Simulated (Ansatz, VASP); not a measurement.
## BP in two plane-wave programs

Aim: how closely do two programs agree when they are given the same cell, functional and k mesh?

Main program and level: Ansatz 0.2.0; plane waves, with VASP 6.6.1 beside it; relaxation of cell and atoms at r2SCAN.

### 1. Starting point

It takes space group F-43m (No. 216, cubic). Conventional cell: a = 4.538 Å, b = 4.538 Å, c = 4.538 Å, α = 90.00°, β = 90.00°, γ = 90.00°. Nearest to B lie 4 P at 1.97 Å. Nearest to P lie 4 B at 1.97 Å. Farther neighbours are not listed.

As a file:

```cif
data_structure
_symmetry_space_group_name_H-M 'P 1'
_symmetry_Int_Tables_number 1
_cell_length_a 3.2089
_cell_length_b 3.2089
_cell_length_c 3.2089
_cell_angle_alpha 60.000
_cell_angle_beta 60.000
_cell_angle_gamma 60.000
_cell_volume 23.36
loop_
_atom_site_label
_atom_site_type_symbol
_atom_site_fract_x
_atom_site_fract_y
_atom_site_fract_z
_atom_site_occupancy
B1 B 0.00000 0.00000 0.00000 1
P2 P 0.25000 0.25000 0.25000 1
```

### 2. VASP: relaxation of cell and atoms, r2SCAN

The relaxed volume is the usual yardstick between codes: its relative difference is about their pressure difference at one cell divided by the bulk modulus.

Lines of VASP's logs that name or quote its potential files are left out, and so is its time.

Contents of INCAR:

```
SYSTEM = BP
PREC = Accurate
ENCUT = 420
EDIFF = 1E-06
NELM = 100
ISMEAR = 0
SIGMA = 0.05
LREAL = .FALSE.
ALGO = Normal
METAGGA = R2SCAN
LASPH = .TRUE.
NBANDS = 10
LORBIT = 11
LWAVE = .FALSE.
LCHARG = .FALSE.
KPAR = 2
IBRION = 2
NSW = 60
ISIF = 3
EDIFFG = -0.01
```

Contents of POSCAR:

```
BP
1.0
    0.0000000000      2.2690000000      2.2690000000
    2.2690000000      0.0000000000      2.2690000000
    2.2690000000      2.2690000000      0.0000000000
B P
1 1
Direct
    0.0000000000      0.0000000000      0.0000000000
    0.2500000000      0.2500000000      0.2500000000
```

Contents of KPOINTS:

```
Automatic mesh
0
Gamma
7 7 7
0 0 0
```

Potentials, in the order of the species: B and P (PBE family, release 64).

Run with:

```sh
$ mpirun -np 2 vasp_std
```

Numbers of over 12 decimals in the logs are rounded to 6 here.

Log:

```text
[banner, memory and clock lines left out]
running    2 mpi-ranks, on    1 nodes
 distrk:  each k-point on    1 cores,    2 groups
 distr:  one band on    1 cores,    1 groups

 POSCAR found type information on POSCAR B P
 POSCAR found :  2 types and       2 ions
|                                                                             |
|               ----> ADVICE to this user running VASP <----                  |
|                                                                             |
|     You enforced a specific xc type in the INCAR file but a different       |
|     [... a line on the potential file left out ...]
|     I HOPE YOU KNOW WHAT YOU ARE DOING!                                     |
|                                                                             |

 LDA part: xc-table for (None), standard interpolation
 POSCAR, INCAR and KPOINTS ok, starting setup
 FFT: planning ... GRIDC
 FFT: planning ... GRID_SOFT
 FFT: planning ... GRID
 WAVECAR not read
 entering main loop
       N       E                     dE             d eps       ncg     rms          rms(c)
DAV:   1     0.213499661276E+00    0.21350E+00   -0.35848E+03   400   0.619E+02
DAV:   2    -0.186763771687E+02   -0.18890E+02   -0.18117E+02   588   0.102E+02
DAV:   3    -0.191669976230E+02   -0.49062E+00   -0.48991E+00   502   0.147E+01
DAV:   4    -0.191689303708E+02   -0.19327E-02   -0.19323E-02   510   0.104E+00
DAV:   5    -0.191689378533E+02   -0.74825E-05   -0.74822E-05   464   0.569E-02    0.792E+00
DAV:   6    -0.173544307415E+02    0.18145E+01   -0.10798E+00   496   0.577E+00    0.479E+00
DAV:   7    -0.173069494338E+02    0.47481E-01   -0.21979E-01   500   0.265E+00    0.142E+00
DAV:   8    -0.173039142764E+02    0.30352E-02   -0.18022E-02   508   0.101E+00    0.174E-01
DAV:   9    -0.173042165478E+02   -0.30227E-03   -0.61814E-04   470   0.199E-01    0.712E-02
DAV:  10    -0.173042886244E+02   -0.72077E-04   -0.76275E-05   478   0.729E-02    0.220E-02
DAV:  11    -0.173042890989E+02   -0.47454E-06   -0.40485E-06   522   0.148E-02
   1 F= -.17304289E+02 E0= -.17304289E+02  d E =-.173043E+02
 curvature:   0.00 expect dE= 0.000E+00 dE for cont linesearch  0.000E+00
 trial: gam= 0.00000 g(F)=  0.258E-46 g(S)=  0.480E-03 ort = 0.000E+00 (trialstep = 0.100E+01)
 search vector abs. value=  0.480E-03
 bond charge predicted
       N       E                     dE             d eps       ncg     rms          rms(c)
DAV:   1    -0.173044704433E+02   -0.18182E-03   -0.88739E-03   464   0.613E-01    0.135E-01
DAV:   2    -0.173043911520E+02    0.79291E-04   -0.40214E-04   456   0.125E-01    0.778E-02
DAV:   3    -0.173043511491E+02    0.40003E-04   -0.12389E-04   448   0.608E-02    0.287E-02
DAV:   4    -0.173043509908E+02    0.15834E-06   -0.26754E-06   464   0.112E-02
   2 F= -.17304351E+02 E0= -.17304351E+02  d E =-.618919E-04
 trial-energy change:   -0.000062  1 .order   -0.000063   -0.000480    0.000353
 step:   0.5762(harm=  0.5762)  dis= 0.00000  next Energy=   -17.304427 (dE=-0.138E-03)
 bond charge predicted
       N       E                     dE             d eps       ncg     rms          rms(c)
DAV:   1    -0.173044545968E+02   -0.10345E-03   -0.16344E-03   456   0.263E-01    0.657E-02
DAV:   2    -0.173044404204E+02    0.14176E-04   -0.72329E-05   450   0.531E-02    0.379E-02
DAV:   3    -0.173044323866E+02    0.80338E-05   -0.22611E-05   444   0.258E-02    0.105E-02
DAV:   4    -0.173044316440E+02    0.74258E-06   -0.52209E-07   242   0.483E-03
   3 F= -.17304432E+02 E0= -.17304432E+02  d E =-.142545E-03
 curvature:  -0.29 expect dE=-0.134E-06 dE for cont linesearch -0.134E-06
 trial: gam= 0.00000 g(F)=  0.704E-47 g(S)=  0.465E-06 ort =-0.149E-04 (trialstep = 0.915E+00)
 search vector abs. value=  0.465E-06
 reached required accuracy - stopping structural energy minimisation
```

From OUTCAR (step 2):

```text
ion  position               nearest neighbor table
   1  0.000  0.000  0.000-   2 1.97   2 1.97   2 1.97   2 1.97
   2  0.250  0.250  0.250-   1 1.97   1 1.97   1 1.97   1 1.97

  LATTYP: Found a face centered cubic cell.
 ALAT       =     4.5380000000

 Subroutine GETGRP returns: Found 24 space group operations
 (whereof 24 operations were pure point group operations)

The static configuration has the point symmetry T_d .

 Found     20 irreducible k-points:

   k-points           NKPTS =     20   k-points in BZ     NKDIM =     20   number of bands    NBANDS=     10

   dimension x,y,z NGX =    24 NGY =   24 NGZ =   24
   dimension x,y,z NGXF=    48 NGYF=   48 NGZF=   48

   ENCUT  =  420.0 eV  30.87 Ry    5.56 a.u.   5.36  5.36  5.36*2*pi/ulx,y,z

   NELECT =       8.0000    total number of electrons

 k-points in reciprocal lattice and weights: Automatic mesh
   0.00000000  0.00000000  0.00000000       0.003
   0.14285714  0.00000000  0.00000000       0.023
   0.28571429  0.00000000  0.00000000       0.023
   0.42857143  0.00000000  0.00000000       0.023
   0.14285714  0.14285714  0.00000000       0.017
   0.28571429  0.14285714  0.00000000       0.070
   0.42857143  0.14285714  0.00000000       0.070
  -0.42857143  0.14285714  0.00000000       0.070
  -0.28571429  0.14285714  0.00000000       0.070
[...]
-0.42857143  0.42857143  0.14285714       0.070
  -0.28571429  0.42857143  0.14285714       0.070

 average (electrostatic) potential at core
       1 -26.0244       2 -84.2743

 E-fermi :   7.7091

 k-point     1 :       0.0000    0.0000    0.0000
  band No.  band energies     occupation
      1      -8.8599      2.00000
      2       7.4316      2.00000
      3       7.4316      2.00000
      4       7.4316      2.00000
      5      11.0758      0.00000
      6      11.0758      0.00000
      7      11.0758      0.00000
      8      15.4972      0.00000
      9      19.8612      0.00000
    ...

 k-point     2 :       0.1429    0.0000    0.0000
  band No.  band energies     occupation
      1      -8.4736      2.00000
      2       5.0386      2.00000
      3       6.8705      2.00000
      4       6.8705      2.00000
      5      11.7466      0.00000
      6      11.8527      0.00000
      7      11.8527      0.00000
      8      16.5329      0.00000
      9      19.0466      0.00000
    ...

 k-point     3 :       0.2857    0.0000    0.0000
  band No.  band energies     occupation
      1      -7.3514      2.00000
      2       1.4435      2.00000
      3       6.0681      2.00000
      4       6.0681      2.00000
      5      11.7664      0.00000
      6      12.6113      0.00000
      7      12.6113      0.00000
      8      18.1540      0.00000
      9      19.2748      0.00000
    ...

  Total        0.0025340      0.0025340      0.0025340      0.0000000      0.0000000     -0.0000000
  in kB        0.1743671      0.1743671      0.1743671      0.0000000      0.0000000     -0.0000000
  external PRESSURE =       0.1743671 kB  Pullay stress =       0.0000000 kB

  energy-cutoff  :      420.00
  volume of cell :       23.28
      direct lattice vectors                 reciprocal lattice vectors
     0.000000000  2.266432160  2.266432160    -0.220611059  0.220611059  0.220611059
     2.266432160  0.000000000  2.266432160     0.220611059 -0.220611059  0.220611059
     2.266432160  2.266432160  0.000000000     0.220611059  0.220611059 -0.220611059

 POSITION                                       TOTAL-FORCE (eV/Angst)
 -----------------------------------------------------------------------------------
      0.00000      0.00000      0.00000        -0.000000     -0.000000     -0.000000
      1.13322      1.13322      1.13322         0.000000      0.000000      0.000000
 -----------------------------------------------------------------------------------
    total drift:                                0.000000      0.000000      0.000000

  FREE ENERGIE OF THE ION-ELECTRON SYSTEM (eV)
  ---------------------------------------------------
  free  energy   TOTEN  =       -17.3044316440 eV

  energy  without entropy=      -17.3044316440  energy(sigma->0) =      -17.30443164

 reached required accuracy - stopping structural energy minimisation

 total charge
# of ion       s       p       d       tot
------------------------------------------
    1        0.679   1.274   0.000   1.953
    2        0.985   1.590   0.000   2.575
--------------------------------------------------
tot          1.664   2.865   0.000   4.529

[... 3 further parts left out ...]
```

CONTCAR:

```
BP
   1.00000000000000
     0.0000000000000000    2.2664321597400483    2.2664321597400483
     2.2664321597400483    0.0000000000000000    2.2664321597400483
     2.2664321597400483    2.2664321597400483    0.0000000000000000
  B               P
     1     1
Direct
     0.0000000000000000    0.0000000000000000    0.0000000000000000
     0.2500000000000000    0.2500000000000000    0.2500000000000000
```

### 3. Ansatz: relaxation of cell and atoms, r2SCAN

Ansatz runs on its default PAW (the set named soft_2) files.

The same cell, functional, mesh and smearing now go to Ansatz, which takes its cutoff from its data sets.

Contents of input.yaml:

```yaml
crystal:
  lattice:
    - [0.0, 2.269, 2.269]
    - [2.269, 0.0, 2.269]
    - [2.269, 2.269, 0.0]
  atoms:
    - { symbol: B, position: [0.0, 0.0, 0.0] }
    - { symbol: P, position: [0.25, 0.25, 0.25] }
hamiltonian:
  xc: r2scan
  pseudopotentials: { kind: paw }
kpoints:
  mp_grid: { grid: [7, 7, 7] }
scf:
  occupations: { method: gaussian, width: 0.05 }
relax:
  f_tol: 0.01
  max_steps: 60
  cell: { stress_tol: 0.05 }
output:
  forces: true
  stress: true
```

Run with:

```sh
$ ansatz run input.yaml --threads 4 --pin off --max-ram 9216MiB --backend cpu --events-out ev --progress --plain --runs-dir out
```

Log:

```text
Engine: ansatz 0.2.0, aarch64-unknown-linux-gnu
Pseudopotentials: kind: paw
Pseudopotential: B, paw, valence charge 3, recommended cutoff 500 eV (meta_gga), B.paw.azcp
Pseudopotential: P, paw, valence charge 5, recommended cutoff 500 eV (meta_gga), P.paw.azcp
Functional definition: r2SCAN
  parameter k0 = 0.174
  parameter k1 = 0.065
  parameter a1 = 4.9479
  exchange = r2scan_x(k0 = k0, k1 = k1, a1 = a1)
  correlation = r2scan_c
Crystal: 2 atoms, lattice volume = 23.363 Å³
Basis set: ecut = 500 eV, 609 PW (Γ), exchange–correlation on 96×96×96 points (64 copies of the dense FFT grid, shifted against one another)
Bands: 8, of which v1, the nominal top of the filled ones, is band 4 counted from 1 (3 counted from 0)
Symmetry: 24 space group operations
Space group: F-43m (ITA 216), of the structure as read, at distance tolerance 2.9e-5 Å
k-points: 20 of 343 (time reversal used)
Non-local potential: B, projectors of the file, l = 0: 2, l = 1: 2, l = 2: 1
Non-local potential: P, projectors of the file, l = 0: 2, l = 1: 2, l = 2: 2
PAW form: soft (Blöchl's): semilocal exchange-correlation on the pseudo side does not see the compensation charge
PAW frozen core: B, regenerated for the run's functional (the file was generated under x = pbe(κ = 0.804, μ = 0.219515), c = pbe(β = 0.066725))
PAW frozen core: P, regenerated for the run's functional (the file was generated under x = pbe(κ = 0.804, μ = 0.219515), c = pbe(β = 0.066725))
PAW one-centre angular grid: B, 302 points (default); XC on 160 Gauss nodes
PAW one-centre angular grid: P, 302 points (default); XC on 160 Gauss nodes
Initial density: superposition of atomic densities (neutral atoms: chi_scale 0, normalization atom), corrected by the library's trained network
Initial wavefunctions: pseudopotential atomic-orbital guess
Functional: x = r2scan, c = r2scan; τ floored in thin density (d = 2e-4 eV/Å³)
SCF iter   1: F=—  HF=-916.645315 eV  |F-HF|=—  |Δ(HF+E_count)|=         —  Δρ=4.41e-3  dr2=2.24e-3  dr2_τ=1.31e-1  ethr=1.77e-3  ⟨swp⟩=6.1  Hψ=1506  notcnv=0
preconditioner: auto → none  [insulator: Δε(μ)=1.370 eV  Ē_g=13.600 eV  σ=0.050 eV  W_gap=1.00  n_scr=0 (ndim 8)  ℏωp=21.7 eV  f_vac=0.000  D(μ)=0.00/eV (n_scr^D=0)  ε∞_Penn≈3.6]
SCF iter   2: F=—  HF=-916.681379 eV  |F-HF|=—  |Δ(HF+E_count)|=   3.61e-2  Δρ=2.96e-3  dr2=9.43e-4  dr2_τ=3.90e-5  ethr=2.80e-5  ⟨swp⟩=2.3  Hψ=489  notcnv=0
SCF iter   3: F=—  HF=-916.681533 eV  |F-HF|=—  |Δ(HF+E_count)|=   1.54e-4  Δρ=9.92e-4  dr2=2.49e-4  dr2_τ=1.73e-5  ethr=1.18e-5  ⟨swp⟩=2.2  Hψ=244  notcnv=0
SCF iter   4: F=—  HF=-916.681472 eV  |F-HF|=—  |Δ(HF+E_count)|=   6.10e-5  Δρ=3.04e-4  dr2=1.16e-5  dr2_τ=7.49e-7  ethr=3.11e-6  ⟨swp⟩=2.2  Hψ=234  notcnv=0
SCF iter   5: F=—  HF=-916.681474 eV  |F-HF|=—  |Δ(HF+E_count)|=   1.79e-6  Δρ=4.89e-5  dr2=2.45e-7  dr2_τ=2.78e-8  ethr=1.45e-7  ⟨swp⟩=2.0  Hψ=233  notcnv=0
SCF iter   6: F=-916.681474 eV  HF=-916.681474 eV  |F-HF|=5.78e-9  |Δ(HF+E_count)|=   5.73e-8  Δρ=8.14e-6  dr2=6.65e-9  dr2_τ=5.32e-10  ethr=1.25e-9  ⟨swp⟩=4.2  Hψ=485  notcnv=0
SCF 1 converged in 6 iterations: F = -916.681474 eV  dr2 = 6.65e-9
  greatest PAW one-centre occupation: 0.773 electrons in one spin orbital (limit 2), on the P atom at site 1 (counted from 0), in its partial waves of l = 0
relax step   1: F+E_penalty+E_count = -916.68147421 eV  Δ(F+E_penalty+E_count) = +0.000e0 eV  max|allowed force component| = 3.608e-16 eV/Å  Δτ_max = 0.0000 Å  P = -0.121 GPa  Ω = 23.363 Å³  (6 SCF iters, dr2 threshold 1.00e-7 eV, accepted)
[...]
relax step   2: F+E_penalty+E_count = -916.68148051 eV  Δ(F+E_penalty+E_count) = -6.308e-6 eV  max|allowed force component| = 1.064e-16 eV/Å  Δτ_max = 0.0000 Å  P = -0.052 GPa  Ω = 23.354 Å³  energy of the carried Pulay correction = +1.204e-6 eV  (3 SCF iters, dr2 threshold 3.66e-8 eV, accepted)
[...]
relax step   3: F+E_penalty+E_count = -916.68148260 eV  Δ(F+E_penalty+E_count) = -2.082e-6 eV  max|allowed force component| = 1.156e-16 eV/Å  Δτ_max = 0.0000 Å  P = +0.000 GPa  Ω = 23.347 Å³  energy of the carried Pulay correction = +2.120e-6 eV  (3 SCF iters, dr2 threshold 6.85e-9 eV, accepted)
[...]
relax step   4: F+E_penalty+E_count = -916.68148260 eV  Δ(F+E_penalty+E_count) = -5.773e-10 eV  max|allowed force component| = 1.029e-16 eV/Å  Δτ_max = 0.0000 Å  P = +0.000 GPa  Ω = 23.347 Å³  stress off target by 1.41e-4 GPa  SCF on the basis re-selected at this cell (its energy is not comparable with the rows above)  (4 SCF iters)
basis re-selected at this cell: Δ(F+E_penalty+E_count) = -5.773e-10 eV, ΔP = +0.000 GPa vs the last step (what re-selecting the basis moved, of the pressure what is left beyond the Pulay correction that the steps carried, after the strain that the cell walked since its last selection, with what the two solves' SCF thresholds leave and, on support functions, any second-order correction that the steps lacked; it is no  [...]
SCF converged after 4 iterations
Free energy (F): -916.681483 eV
Harris-Foulkes:  -916.681483 eV  (|F-HF|=4.55e-13)
Internal energy: -916.681483 eV  (E = F + TS)
E sigma→0 (E₀):  -916.681483 eV
Fermi energy:    9.952722 eV
--- Per-component energies (eV) ---
  E_band       = 19.155106
  E_kinetic    = 121.513505
  E_local      = -66.797635  (includes V_loc(G=0)·N_el)
  E_nonlocal   = 44.152276
  E_hartree    = 17.054662
  E_xc         = -91.102811
  E_vxc        = -108.134905  (∫ρ·V_xc dr)
  E_paw        = -655.832729  (= ΣΔE_a)
  E_vpaw       = -10.620590  (= ΣTr[D̂ρ^β])
  E_aug_tail   = -0.000001  (compensation charges beyond the density's cutoff)
  E_vtau       = 4.933131  (kinetic-family band-sum trace: ∫τ·v_τ [+ j·A + Jᵃ·Aᵃ] dr)
  E_ewald      = -285.559464
  E_core_change = -0.109284  (= ΣΔE_core)
  E_smearing   = -0.000000  (= −TS)
  E_closure    = 0.000000  (closes the sum)
  Σ components = -916.681483   (vs F -916.681483, Δ=0.00e0)
--- Forces (eV/Å), atoms counted from 1 ---
  atom   1  B      0.00000000    -0.00000000    -0.00000000
  atom   2  P     -0.00000000    -0.00000000     0.00000000
  max |Σ_I F_I| component: 2.01e-16 eV/Å
--- Stress (GPa, compression-positive) ---
        0.000141       0.000000       0.000000
        0.000000       0.000141       0.000000
        0.000000       0.000000       0.000141
  P = ⅓ Tr σ = 0.0001 GPa (0.001 kbar)
--- Relaxed structure (3 steps of the walk, 3 accepted, 1 SCFs on fresh bases) ---
  F+E_penalty+E_count = -916.68148260 eV   max|allowed force component| = 1.029e-16 eV/Å   (the final SCF, on the basis selected at the relaxed cell)
  cell:  # Å, volume = 23.3466 Å³
    - [0, 2.268460, 2.268460]
    - [2.268460, 0, 2.268460]
    - [2.268460, 2.268460, 0]
  atoms:
    - { symbol: B, position: [0, 0, 0] }
    - { symbol: P, position: [0.250000, 0.250000, 0.250000] }
```

It took 1.2 s on 4 threads of Arm Neoverse V2, shared host; peak memory 0.33 GiB; 3.9 s of CPU time.

### 4. Comparison

Known differences besides the potentials themselves: VASP keeps PBE cores, Ansatz makes them for the functional; both relaxations stop at a tolerance, which leaves soft axes loose, and VASP keeps its plane-wave basis; the cutoff is 500 eV in Ansatz and 420 eV in VASP; Ansatz adds a Pulay correction to the stress that steers its cell, VASP none. Total energies have different zeros and are not compared.

The two programs side by side:

| quantity | Ansatz | VASP | difference |
| --- | --- | --- | --- |
| volume (Å³) | 23.35 | 23.28 | +0.27 % |
| edge a after relaxation, in the typed setting (Å) | 3.208 | 3.205 | +0.09 % |

The walks stopped with 0.00 GPa left in Ansatz and 0.02 GPa in VASP; each walk ends within a tolerance, so the volume difference is uncertain by about these residues over the bulk modulus, most in soft cells.

### 5. Results

| Quantity | Value |
| --- | --- |
| difference in volume (relaxation of cell and atoms, r2SCAN) | 0.27 % |

**Reading.** The difference in volume is 0.27 % (relaxation of cell and atoms, r2SCAN), within the 1.2 % picked in this series as the mark of a large difference, as far as the stopping tolerances let one tell. How closely two codes agree says nothing of how well the functional describes the real material.

[Lines on the potential files, build, host, timing and source positions are cut from VASP's logs without a mark.]

[Logs are printed without paths, hosts, clocks, repeated set-up lines and the standing remarks that a program may print on its own settings, such as how far it seeks lower states.]

[Hosts, paths, dates, database ids (printed as entryN), source tags and the programs' standing remarks are cut or masked in the printed files.]
